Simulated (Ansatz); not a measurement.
What does this script print? It uses the Ansatz DFT code, driven from Python.

Input file `sno.extxyz`:
```text
4
Lattice="3.355005 0.0 0.0 0.0 5.674104 0.0 0.0 0.0 4.22197" Properties=species:S:1:pos:R:3 pbc="T T T"
Sn    0.00000000    1.31587578    2.16647857
Sn    1.67750250    4.35822822    0.05549357
O     0.00000000    5.05704519    3.11098815
O     1.67750250    0.61705881    1.00000315
```

`pdos_sno.py`:
```python
"""Projected density of states of SnO."""

from collections import Counter
import json

import ansatz as az
import numpy as np

MESH = (6, 4, 4)
XC = "r2SCAN"
SMEARING = "fixed"
EXTRA_BANDS = 14


def main() -> None:
    cell = az.Crystal.from_extxyz("sno.extxyz")

    setup = (
        cell.calculation()
        .kpoints(*MESH)
        .functional(XC)
        .occupations(SMEARING)
        .scf(extra_bands=EXTRA_BANDS)
        .density_of_states(projected=True, energy_step=0.1)
    )
    out = setup.run(events_out="events.ndjson")
    r = out.report
    with open("events.ndjson") as stream:
        kinds = Counter(json.loads(line)["event"] for line in stream)
    print("events:", {kind: kinds[kind] for kind in ("scf_iter", "scf_done", "notice", "finished")})

    dos = out.density_of_states()
    energy = np.asarray(dos.energies_ev) - dos.fermi_ev
    curves = {}
    for site in out.projected_density_of_states().sites:
        for shell in site.shells:
            weight = sum(np.sum(curve.g_bin_mean_per_ev, axis=0) for curve in shell.curves)
            name = f"{site.species} {shell.label}"
            curves[name] = curves.get(name, 0) + weight

    print("E-EF   " + " ".join(f"{name:>8s}" for name in curves))
    for e in np.arange(-6, 4 + 0.1, 0.5):
        print(f"{e:5.1f}  " + " ".join(f"{np.interp(e, energy, g):8.3f}" for g in curves.values()))


if __name__ == "__main__":
    main()
```

`python pdos_sno.py` gives:
```text
DeckWarning: basis.ecutwfc = 500 eV, auto-derived from the records' recommended cutoffs: set by Sn (their level for a meta-GGA)
events: {'scf_iter': 7, 'scf_done': 1, 'notice': 2, 'finished': 1}
E-EF      Sn 5S    Sn 5P    Sn 4D     O 2S     O 2P
 -6.0     0.384    0.082    0.004    0.058    0.309
 -5.5     0.166    0.040    0.002    0.027    0.133
 -5.0     0.026    0.041    0.001    0.006    0.117
 -4.5     0.120    1.115    0.030    0.040    3.602
 -4.0     0.133    0.363    0.014    0.028    1.661
 -3.5     0.046    0.149    0.005    0.009    0.942
 -3.0     0.320    0.699    0.019    0.064    4.870
 -2.5     0.001    0.006    0.000    0.001    0.083
 -2.0     0.152    0.205    0.004    0.005    1.074
 -1.5     0.546    0.658    0.004    0.017    1.226
 -1.0     0.815    0.705    0.002    0.017    1.035
 -0.5     0.466    0.338    0.001    0.005    0.489
  0.0     0.005    0.003    0.000    0.000    0.006
  0.5     0.000    0.000    0.000    0.000    0.000
  1.0     0.000    0.000    0.000    0.000    0.000
  1.5     0.000    0.000    0.000    0.000    0.000
  2.0     0.002    0.030    0.000    0.004    0.003
  2.5     0.062    0.995    0.002    0.107    0.182
  3.0     0.198    2.189    0.005    0.184    0.455
  3.5     0.139    1.065    0.002    0.081    0.201
  4.0     0.167    1.083    0.002    0.101    0.199
```
(Warnings from the package without file and line.)

What to keep in mind:
- Semilocal gaps usually lie well under measured ones.
- The Fermi level of a run with fixed occupations marks the highest occupied state on its mesh, not mid-gap.
- The crystal has a gap of about 1.96 eV on the mesh; bins of finite width blur the band edges.
- The structure comes from a database of computed cells and needn't be a stable or known phase.
- Curves are summed over the cell's atoms. Only shells that the potentials hold have channels, so projections don't add up to the total, least of all where a shell is missing (p of most metals); heights and places of peaks move with the mesh.
- The density of states is complete only as far up as bands were computed.
- Timing: 12 s on 1 thread of Intel(R) Xeon(R) Platinum 8488C (Sapphire Rapids), on a shared host, peak memory 0.54 GiB.
